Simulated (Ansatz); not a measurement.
Crystal: TaN.

```
Ta N
1.0
     0.00000    2.21132    2.21132
     2.21132    0.00000    2.21132
     2.21132    2.21132    0.00000
Ta N
1 1
Direct
  0.50000 0.50000 0.50000
  0.00000 0.00000 0.00000
```

The cell comes from a database or a generator and needn't be the stable form of this composition.

Base run:

* Program: Ansatz 0.2.0
* Functional: r2SCAN
* Potentials or basis: Ansatz PAW
* Cutoff: 500 eV (not typed: the program's choice for these potentials)
* k mesh: 10 × 10 × 10
* Occupations: fermi-dirac, width 0.05 eV
* Spin: no spin polarisation
* Hubbard terms: Ta d U = 3 eV

Its results: band gap on the k mesh none (metal or under the smearing width); pressure -3.4 GPa.

Problem. The run is repeated on the same cell with these changes: hubbard terms from Ta d U = 3 eV to Ta d U = 2 eV. What comes out?

Solution. Band gap on the k mesh none (metal or under the smearing width); pressure -4.4 GPa.

Caveats: U without spin polarisation on a metal has little footing; the PAW data sets come from PBE, with cores solved anew for the run's functional, which leaves a small shift of forces and pressure; the density of states is complete only up to the lowest level of the last band computed.
